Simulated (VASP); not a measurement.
# W (Im-3m) in VASP: a series of runs

One crystal, W, is run at these levels: PBE; tasks: relaxation of cell and atoms.

All numbers are computed with VASP 6.6.1; they aren't measurements. Logs are shortened: lines on timing, memory, paths and dates and some standing lists are left out, and cuts for length are marked.

**1. Starting point**

It takes space group Im-3m (No. 229, cubic). Conventional cell: a = 3.170 Å, b = 3.170 Å, c = 3.170 Å, α = 90.00°, β = 90.00°, γ = 90.00°. Around W (site symmetry m-3m) lie 8 W at 2.75 Å.

**2. Relaxation of cell and atoms, PBE**

The input, INCAR:

```
SYSTEM = W
  PREC = Accurate
  ENCUT = 600
  EDIFF = 1E-6
  ISMEAR = 1
  SIGMA = 0.1
  LREAL = .FALSE.
  LASPH = .TRUE.
  NELM = 120
  ALGO = Normal
  ISIF = 3
  LWAVE = .FALSE.
  LCHARG = .FALSE.
  GGA = PE
  IBRION = 2
  NSW = 80
  EDIFFG = -0.005
  KPAR = 2
```

The input, KPOINTS:

```
regular mesh
0
G
  19 19 19
  0 0 0
```

The input, POSCAR:

```
W
1.0
   -1.5851578000      1.5851578000      1.5851578000
    1.5851578000     -1.5851578000      1.5851578000
    1.5851578000      1.5851578000     -1.5851578000
W
1
Direct
    0.0000000000      0.0000000000      0.0000000000
```

Potentials or basis: VASP PAW PBE potentials, release 64 (W_sv).

Launch:

```console
> cat potpaw_PBE.64/W_sv/POTCAR > POTCAR
> mpirun -np 2 vasp_std > vasp.out
```

OUTCAR:

```text
SYSTEM = W
   PREC = Accurate
   ENCUT = 600
   EDIFF = 1E-6
   ISMEAR = 1
   LREAL = .FALSE.
   LASPH = .TRUE.
   NELM = 120
   ISIF = 3
   GGA = PE
   IBRION = 2
   NSW = 80
   EDIFFG = -0.005

 ion  position               nearest neighbor table
   1  0.000  0.000  0.000-

  LATTYP: Found a body centered cubic cell.
 ALAT       =     3.1703156000

  Lattice vectors:

 A1 = (  -1.5851578000,   1.5851578000,   1.5851578000)
 A2 = (   1.5851578000,  -1.5851578000,   1.5851578000)
 A3 = (   1.5851578000,   1.5851578000,  -1.5851578000)

Analysis of symmetry for initial positions (statically):
=====================================================================
 Subroutine PRICEL returns:
 Original cell was already a primitive cell.

 Routine SETGRP: Setting up the symmetry group for a
 body centered cubic supercell.

 Subroutine GETGRP returns: Found 48 space group operations
 (whereof 48 operations were pure point group operations)
 out of a pool of 48 trial point group operations.

The static configuration has the point symmetry O_h .

Analysis of symmetry for dynamics (positions and initial velocities):
=====================================================================
 Subroutine PRICEL returns:
 Original cell was already a primitive cell.

 Routine SETGRP: Setting up the symmetry group for a
 body centered cubic supercell.

 Subroutine GETGRP returns: Found 48 space group operations
 (whereof 48 operations were pure point group operations)
 out of a pool of 48 trial point group operations.

The dynamic configuration has the point symmetry O_h .

 Subroutine INISYM returns: Found 48 space group operations
 (whereof 48 operations are pure point group operations),
 and found     1 'primitive' translations

----------------------------------------------------------------------------------------

                                     Primitive cell

  volume of cell :      15.9323

  direct lattice vectors                    reciprocal lattice vectors
    -1.585157800  1.585157800  1.585157800     0.000000000  0.315426010  0.315426010
     1.585157800 -1.585157800  1.585157800     0.315426010  0.000000000  0.315426010
     1.585157800  1.585157800 -1.585157800     0.315426010  0.315426010  0.000000000

  length of vectors
     2.745573848  2.745573848  2.745573848     0.446079741  0.446079741  0.446079741

  position of ions in fractional coordinates (direct lattice)
     0.000000000  0.000000000  0.000000000

  ion indices of the primitive-cell ions
   primitive index   ion index
                 1           1

----------------------------------------------------------------------------------------

 KPOINTS: regular mesh

Automatic generation of k-mesh.
 Grid dimensions read from file:
 generate k-points for:   19   19   19

 Generating k-lattice:

  Cartesian coordinates                     Fractional coordinates (reciprocal lattice)
     0.000000000  0.016601369  0.016601369     0.052631579  0.000000000  0.000000000
     0.016601369  0.000000000  0.016601369     0.000000000  0.052631579  0.000000000
     0.016601369  0.016601369  0.000000000     0.000000000  0.000000000  0.052631579

  Length of vectors
     0.023477881  0.023477881  0.023477881

  Shift w.r.t. Gamma in fractional coordinates (k-lattice)
     0.000000000  0.000000000  0.000000000

 Subroutine IBZKPT returns following result:
 ===========================================

 Found    220 irreducible k-points:

 Following reciprocal coordinates:
            Coordinates               Weight
  0.000000  0.000000  0.000000      1.000000
  0.052632  0.000000  0.000000     12.000000
  0.105263  0.000000  0.000000     12.000000
  0.157895  0.000000  0.000000     12.000000
  0.210526  0.000000  0.000000     12.000000
  0.263158  0.000000  0.000000     12.000000
[... 16 lines left out ...]
  0.263158  0.105263  0.000000     48.000000
  0.315789  0.105263  0.000000     48.000000
 [... further k-points ...]
   k-points           NKPTS =    220   k-points in BZ     NKDIM =    220   number of bands    NBANDS=     11
   number of dos      NEDOS =    301   number of ions     NIONS =      1
   total plane-waves  NPLWV =  13824
   dimension x,y,z NGX =    24 NGY =   24 NGZ =   24
   dimension x,y,z NGXF=    48 NGYF=   48 NGZF=   48
   ions per type =               1
   NGX,Y,Z   is equivalent  to a cutoff of  14.53, 14.53, 14.53 a.u.
   NGXF,Y,Z  is equivalent  to a cutoff of  29.06, 29.06, 29.06 a.u.
 SYSTEM =  W
   PREC   = accura    normal or accurate (medium, high low for compatibility)
   ISTART =      0    job   : 0-new  1-cont  2-samecut
   ICHARG =      2    charge: 1-file 2-atom 10-const
   ISPIN  =      1    spin polarized calculation?
   LNONCOLLINEAR =      F non collinear calculations
   LSORBIT =      F    spin-orbit coupling
   LASPH  =      T    aspherical Exc in radial PAW
   ENCUT  =  600.0 eV  44.10 Ry    6.64 a.u.   5.48  5.48  5.48*2*pi/ulx,y,z
   NELM   =    120;   NELMIN=  2; NELMDL= -5     # of ELM steps
   EDIFF  = 0.1E-05   stopping-criterion for ELM
   LREAL  =      F    real-space projection
   EDIFFG = -.5E-02   stopping-criterion for IOM
   NSW    =     80    number of steps for IOM
   IBRION =      2    ionic relax: 0-MD 1-quasi-New 2-CG
   NFREE  =      1    steps in history (QN), initial steepest desc. (CG)
   ISIF   =      3    stress and relaxation
   ISYM   =      2    0-nonsym 1-usesym 2-fastsym
   POTIM  = 0.5000    time-step for ionic-motion
   TEBEG  =    0.0;   TEEND  =   0.0 temperature during run
   PSTRESS=    0.0 pullay stress
   NELECT =      14.0000    total number of electrons
   NUPDOWN=      -1.0000    fix difference up-down
   EMIN   =  10.00;   EMAX   =-10.00  energy-range for DOS
   EFERMI =   0.00;   METHOD = LEGACY
   ISMEAR =     1;   SIGMA  =   0.10  broadening in eV -4-tet -1-fermi 0-gaus
   EFERMI_NEDOS =   21; number of points for ismear=-14 and -15
   IALGO  =     38    algorithm
   IMIX   =      4    mixing-type and parameters
     AMIX     =   0.40;   BMIX     =  1.00
     AMIX_MAG =   1.60;   BMIX_MAG =  1.00
  volume/ion in A,a.u.               =      15.93       107.52
  Fermi-wavevector in a.u.,A,eV,Ry     =   1.568044  2.963174 33.453503  2.458763
  Thomas-Fermi vector in A             =   2.670134
   LORBIT       =      0    0 simple, 1 ext, 2 COOP (PROOUT), +10 PAW based schemes
   GGA     = PE    functional components
   LHFCALC =     F    Hartree Fock is set to
   AEXX    =    0.0000 exact exchange contribution
   IVDW    =     0    specifies the selected vdW correction
   LEPSILON=     F    determine dielectric tensor
   LRPA    =     F    only Hartree local field effects (RPA)
 conjugate gradient relaxation of ions
 non-spin polarized calculation
 Methfessel and Paxton  Order N= 1 SIGMA  =   0.10
  energy-cutoff  :      600.00
  volume of cell :       15.93
 maximum number of plane-waves:       555
 NGX is ok and might be reduce to    24
   NGX = 11   NGY = 11   NGZ = 11

--------------------------------------- Ionic step        1  -------------------------------------------

 number of electron      14.0000002 magnetization

 Free energy of the ion-electron system (eV)
  ---------------------------------------------------
  ext. energy  EPLUGINS =         0.00000000
  ---------------------------------------------------
  free energy    TOTEN  =       -12.95320953 eV

  energy without entropy =      -12.95320020  energy(sigma->0) =      -12.95320642

------------------------ aborting loop because EDIFF is reached ----------------------------------------

  FORCE on cell =-STRESS in cart. coord.  units (eV):
  Direction    XX          YY          ZZ          XY          YZ          ZX
  --------------------------------------------------------------------------------------
  -------------------------------------------------------------------------------------
  Total        0.4237918      0.4237918      0.4237918     -0.0000000      0.0000000     -0.0000000
  in kB       42.6172745     42.6172745     42.6172745     -0.0000000      0.0000000     -0.0000000
  external PRESSURE =      42.6172745 kB  Pullay stress =       0.0000000 kB
[... 55 lines left out ...]
  energy  without entropy=      -12.9236561301  energy(sigma->0) =      -12.92374714

--------------------------------------- Ionic step        3  -------------------------------------------

 number of electron      14.0000002 magnetization

 Free energy of the ion-electron system (eV)
  ---------------------------------------------------
  ext. energy  EPLUGINS =         0.00000000
  ---------------------------------------------------
  free energy    TOTEN  =       -12.95610415 eV

  energy without entropy =      -12.95593773  energy(sigma->0) =      -12.95604867

 E-fermi :  11.1319     XC(G=0): -13.5323

 val. band max:       11.1165266739   @ k =  -0.3158   0.3684   0.2632
 cond. band min:      11.1433809534   @ k =  -0.3158   0.3158   0.2105
 fundamental gap:      0.0268542796
 Fermi energy:        11.1318608089

 k-point     1 :       0.0000    0.0000    0.0000
  band No.  band energies     occupation
      1     -63.0319      2.00000
      2     -26.6216      2.00000
      3     -26.6216      2.00000
      4     -26.6216      2.00000
      5       1.6387      2.00000
      6       9.9762      2.00000
      7       9.9762      2.00000
      8       9.9762      2.00000
      9      13.3896      0.00000
     10      13.3896      0.00000
     11      25.6433      0.00000
[... 309 lines left out ...]
 k-point    24 :       0.3158    0.1053    0.0000
  band No.  band energies     occupation
      1     -62.9244      2.00000
      2     -27.6320      2.00000
      3     -26.9828      2.00000
      4     -26.6748      2.00000
      5       5.3589      2.00000
      6       8.0509      2.00000
      7       9.6266      2.00000
      8      13.0066     -0.00000
      9      14.1571      0.00000
     10      15.8999      0.00000
     11      23.4617      0.00000

 [... further k-points ...]
[... 5 lines left out ...]
  --------------------------------------------------------------------------------------
  -------------------------------------------------------------------------------------
  Total       -0.0042625     -0.0042625     -0.0042625      0.0000000     -0.0000000      0.0000000
  in kB       -0.4227208     -0.4227208     -0.4227208      0.0000000     -0.0000000      0.0000000
  external PRESSURE =      -0.4227208 kB  Pullay stress =       0.0000000 kB
[... 16 lines left out ...]
  FREE ENERGIE OF THE ION-ELECTRON SYSTEM (eV)
  ---------------------------------------------------
  free  energy   TOTEN  =       -12.9561041453 eV

  energy  without entropy=      -12.9559377275  energy(sigma->0) =      -12.95604867

 reached required accuracy - stopping structural energy minimisation
```

Run time: 22 s. Hardware: 2 MPI ranks of Intel Xeon Platinum 8488C (Sapphire Rapids), shared host; peak memory 0.17 GiB.

Results:

- Free energy: -12.9561 eV
- Relaxed volume: 16.16 Å³/atom
- Relaxed cell: a = 2.758 Å, b = 2.758 Å, c = 2.758 Å, α = 109.47°, β = 109.47°, γ = 109.47°
- Space group after relaxing (to 0.05 Å): Im-3m (No. 229)
- Energy gained by relaxing: 2.9 meV/atom
- Ionic steps: 3
- Pressure after relaxing: 0.0 GPa
- Band gap on the k mesh: none (metal or under the smearing width)

Step by step:
| step | energy change (eV) | largest force (eV/Å) | pressure (GPa) | volume (Å³) |
| --- | --- | --- | --- | --- |
| 1 | 0.0000 | 0.0000 | 4.26 | 15.93 |
| 2 | 0.0294 | 0.0000 | -12.69 | 16.93 |
| 3 | -0.0029 | 0.0000 | -0.04 | 16.16 |

Final structure:
```yaml
crystal:
  lattice:
    - [-1.59253, 1.59253, 1.59253]
    - [1.59253, -1.59253, 1.59253]
    - [1.59253, 1.59253, -1.59253]
  atoms:
    - { symbol: W, position: [0.00000, 0.00000, 0.00000] }
```

(Continued in part 2 of 2.)
